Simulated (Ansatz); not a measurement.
# TiPbO3, space group Pm-3m: a phonon calculation by linear response

Run with the Python package of Ansatz (0.2.0).

The script, `dfpt.py`:
```python
'''Zone-centre and zone-boundary phonons of TiPbO3 by linear response.'''

from pathlib import Path

import ansatz as az
import numpy as np


def main() -> None:
    lattice = az.Lattice.of(
        (3.9639, 0.0, 0.0),
        (0.0, 3.9639, 0.0),
        (0.0, 0.0, 3.9639),
    )
    sites = [
        ('Ti', (0.5, 0.5, 0.5)),
        ('Pb', (0.0, 0.0, 0.0)),
        ('O', (0.0, 0.5, 0.5)),
        ('O', (0.5, 0.0, 0.5)),
        ('O', (0.5, 0.5, 0.0)),
    ]
    crystal = az.Crystal(lattice=lattice)
    for symbol, position in sites:
        crystal = crystal.atom(symbol, position)

    calculation = (
        crystal.calculation()
        .functional('pbe')
        .occupations('fixed')  # whole-number filling, right only where there is a gap
        .kpoints(4, 4, 4)
        .phonons('dfpt', points=[(0, 0, 0), (0.5, 0.5, 0)])
    )
    res = calculation.run(threads=1, runs_dir='runs')
    ph = res.phonons

    for q in ph.qpoints:
        thz = np.asarray(q.omega_inv_cm) / 33.35641
        print('q = ({:.2f}, {:.2f}, {:.2f})'.format(*q.q_frac), np.round(thz, 2) + 0.0, 'THz')


if __name__ == '__main__':
    main()
```

```console
$ python dfpt.py
DeckWarning: basis.ecutwfc = 420 eV, auto-derived from the records' recommended cutoffs: set by Ti (normal level)
q = (0.00, 0.00, 0.00) [-6.7  -6.7  -6.7   0.    0.    0.    2.32  2.32  2.32  6.51  6.51  6.51
 13.78 13.78 13.78] THz
q = (0.50, 0.50, 0.00) [-2.68 -0.91  0.64  0.64  1.23  6.53  6.53  8.98  8.98 11.11 11.96 11.96
 12.73 12.85 21.97] THz
```
(Warnings from the package without file and line.)

Notes:
- Spin is left out of this run.
- The cell isn't relaxed first, so the values belong to this volume.
- A negative frequency stands for an imaginary mode.
- Of the deposited cell: it was measured well above room temperature.
- Spin-orbit coupling, which matters for elements this heavy, is left out.
- No non-analytic term is added, so at the zone centre the longitudinal optical modes of a polar crystal aren't split off.
- The starting cell is as deposited in a crystallographic database; the results hold for this polymorph, which needn't be the stable one.
- The structure is taken as given; imaginary modes can come from an unrelaxed or unstable start.
- It ran for 67 s on 1 thread of Arm Neoverse V2, on a shared host, peak memory 0.58 GiB.

(Lines on the test bed's own set-up are left out of the output.)
